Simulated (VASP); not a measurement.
BAs, 2 atoms in the cell. The cell holds a sheet with vacuum, 2 atoms: a = 3.364 Å, b = 3.364 Å, c = 16.000 Å, α = 90.00°, β = 90.00°, γ = 120.00°. The cell was built by a generator and needn't be a form met in nature.

```yaml
Program: VASP 6.6.1
Task: work function
Functional: HSE06
Potentials_or_basis: VASP PAW PBE potentials, release 64 (B, As)
Cutoff: 520 eV
k_mesh: 6 × 6 × 1
Occupations: gaussian, width 0.03 eV
Spin: no spin polarisation
Grid_for_exact_exchange_PRECFOCK: Fast
Dipole_correction: yes
Screening_parameter: 0.2 1/A
Further_INCAR_settings: ALGO = Normal; EDIFF = 1e-06
```

Potentials or basis: VASP PAW PBE potentials, release 64 (B, As).

Command:

```bash
$ cat potpaw_PBE.64/B/POTCAR potpaw_PBE.64/As/POTCAR > POTCAR
$ cp INCAR.step1 INCAR
$ mpirun -np 4 vasp_std > vasp.out
$ cp INCAR.step2 INCAR
$ mpirun -np 4 vasp_std > vasp.out
```

Hardware: 4 MPI ranks on Intel(R) Xeon(R) 6975P-C (Granite Rapids), on a shared host.

Question: Estimate the wall time of this run.

Answer: Wall time 22 s on 4 MPI ranks on Intel(R) Xeon(R) 6975P-C (Granite Rapids) (shared host), peak memory 0.37 GiB a rank. Counts: scf iterations 8, k points 7.
